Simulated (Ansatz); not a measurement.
A relaxation of cell and atoms of BN built on the zincblende prototype with Ansatz, at the level r2SCAN. It starts from the PBE minimum.

Input file:
```yaml
crystal:
  lattice:
    - [0.0, 1.8122639358, 1.8122639358]
    - [1.8122639358, 0.0, 1.8122639358]
    - [1.8122639358, 1.8122639358, 0.0]
  atoms:
    - { symbol: B, position: [0.0, 0.0, 0.0] }
    - { symbol: "N", position: [0.25, 0.25, 0.25] }
kpoints:
  mp_grid: { grid: [10, 10, 10] }
hamiltonian:
  xc: r2scan
scf:
  occupations: { method: fermi_dirac, width: 0.02 }
relax:
  f_tol: 0.005
  cell: {}
```

Run as `ansatz run input.yaml --threads 2 --pin off --max-ram 2211MiB --backend cpu --events-out ev --progress --plain --runs-dir out`. Wall time 2.6 s on 2 threads of Arm Neoverse V1, with other jobs on the host, load about 0.9 per core; peak host memory 0.25 GiB.

Abridged output:
```
Functional definition: r2SCAN
  parameter k0 = 0.174
  parameter k1 = 0.065
  parameter a1 = 4.9479
  exchange = r2scan_x(k0 = k0, k1 = k1, a1 = a1)
  correlation = r2scan_c
Crystal: 2 atoms, lattice volume = 11.904 Å³
Basis set: ecut = 500 eV, 307 PW (Γ)
Bands: 8, of which v1, the nominal top of the filled ones, is band 4 counted from 1 (3 counted from 0)
Symmetry: 24 space group operations
Space group: F-43m (ITA 216)
k-points: 47 of 1000 (time reversal used)
preconditioner: auto → none  [insulator: Δε(μ)=4.934 eV  σ=0.020 eV  ℏωp=30.4 eV]
relax step 1: F+E_penalty+E_count = -544.00445062 eV  P = -4.701 GPa  Ω = 11.904 Å³
relax step 2: F+E_penalty+E_count = -544.00626969 eV  P = -1.962 GPa  Ω = 11.819 Å³
relax step 3: F+E_penalty+E_count = -544.00666303 eV  P = +0.028 GPa  Ω = 11.758 Å³
relax step 4: F+E_penalty+E_count = -544.00660559 eV  P = +0.027 GPa  Ω = 11.758 Å³  (SCF on a basis re-selected at this cell)
Free energy (F): -544.006606 eV
Fermi energy:    13.582011 eV
--- Stress (GPa, compression-positive) ---
        0.027499       0.000000       0.000000
        0.000000       0.027499       0.000000
        0.000000       0.000000       0.027499
  P = ⅓ Tr σ = 0.0275 GPa (0.275 kbar)
--- Relaxed structure (3 steps of the walk, 3 accepted, 1 SCFs on fresh bases) ---
  F+E_penalty+E_count = -544.00660559 eV
  cell:  # Å, volume = 11.7581 Å³
    - [0.000000, 1.804825, 1.804825]
    - [1.804825, 0.000000, 1.804825]
    - [1.804825, 1.804825, 0.000000]
  atoms:
    - { symbol: B, position: [0.000000, 0.000000, 0.000000] }
    - { symbol: N, position: [0.250000, 0.250000, 0.250000] }
```

In 3 steps the volume changed by -1.2 %; between the first SCF and the last, each on a basis chosen for its cell, the energy fell by 1.1 meV an atom. Final cell: space group F-43m (No. 216), cubic; a = 3.610 Å in the conventional setting, 5.88 Å³ an atom. B is surrounded by 4 N at 1.56 Å; N is surrounded by 4 B at 1.56 Å.

No spin polarisation and no zero-point or thermal motion.
